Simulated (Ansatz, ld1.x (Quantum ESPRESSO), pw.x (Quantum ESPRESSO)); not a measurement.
Sc (Z = 21) (fcc): variants of one ultrasoft potential in the solid

```
Element                 : scandium
Generator               : ld1.x (Quantum ESPRESSO) 7.5
Type                    : ultrasoft
Functional              : PBE
Relativity              : scalar-relativistic
Frozen core             : [Ne]
Valence charge          : 11
Reference configuration : 3s2 3p6 3d1 4s1 4p1
Partial waves           : 3s (bound): rcut 1.75, rcutus 1.85 bohr; 4s (bound): rcut 1.75, rcutus 1.85 bohr; 3p (bound): rcut 1.60, rcutus 1.95 bohr; 4p (bound): rcut 1.60, rcutus 1.95 bohr; 3d (bound): rcut 2.20, rcutus 2.85 bohr; 3d channel at 3.05 Ry: rcut 2.20, rcutus 2.85 bohr
Local potential         : all-electron potential smoothed inside 2.45 bohr (lloc = -1)
Core correction         : a·sin(br)/r model core inside 1.10 bohr
Augmentation charge     : PSQ, inside the norm-conserving radii
```

Crystal test: fcc Sc in pw.x 7.5, no spin, 12³ k-points, Fermi–Dirac smearing 0.01 Ry, cutoffs set for each file from its atomic test. The reference is all-electron LAPW (Ansatz 0.2.0) with the same functional, mesh and smearing; V0 and B0 come from Birch–Murnaghan fits to the pressures at five volumes. Errors are pseudo minus all-electron; Δ is the rms difference of the E(V) curves that follow from these fits, minima aligned, over ±6 % about the mean V0. Mesh and smearing are coarse, so the numbers serve the comparison and aren't converged zero-temperature values; the lattice is a test structure that the element need not adopt.

All-electron: a0 = 4.633 Å (V0 = 24.86 Å³/atom), B0 = 50.8 GPa.

Base: This is a poor potential for the solid.

2 further variants are left out: they gave no file fit for a test, a broken result, the same result as the base, or pressures whose basis-set error rivals the error shown.

A dash in a converged row means that the minimum lies outside the volumes sampled.

| change | cutoffs (Ry) | pw.x | a0 (Å) | a0 error (%) | B0 error (%) | Δ (meV/atom) | mean pressure error (GPa) |
| --- | --- | --- | --- | --- | --- | --- | --- |
| base | 50/400 | converged | 4.693 | +1.29 | +0.5 | 10.8 | +2.10 |
| all radii but the core radius scaled by about 1.09 (s 2.02, p 2.14, d 3.12 bohr, rcut 1.92/1.76/2.40); local potential all-electron potential smoothed inside 2.68 bohr (lloc = -1) | 45/360 | converged | – | – | – | – | +6.36 |
| all radii but the core radius scaled by about 1.32 (s 2.44, p 2.58, d 3.76 bohr, rcut 2.32/2.12/2.90); local potential all-electron potential smoothed inside 3.24 bohr (lloc = -1) | 40/320 | converged | – | – | – | – | +44.91 |

Question: Give the row for: all radii but the core radius scaled by about 1.24 (s 2.30, p 2.42, d 3.54 bohr, rcut 2.18/2.00/2.74); local potential all-electron potential smoothed inside 3.04 bohr (lloc = -1).

Answer: pw.x: converged; mean pressure error (GPa): +28.06.
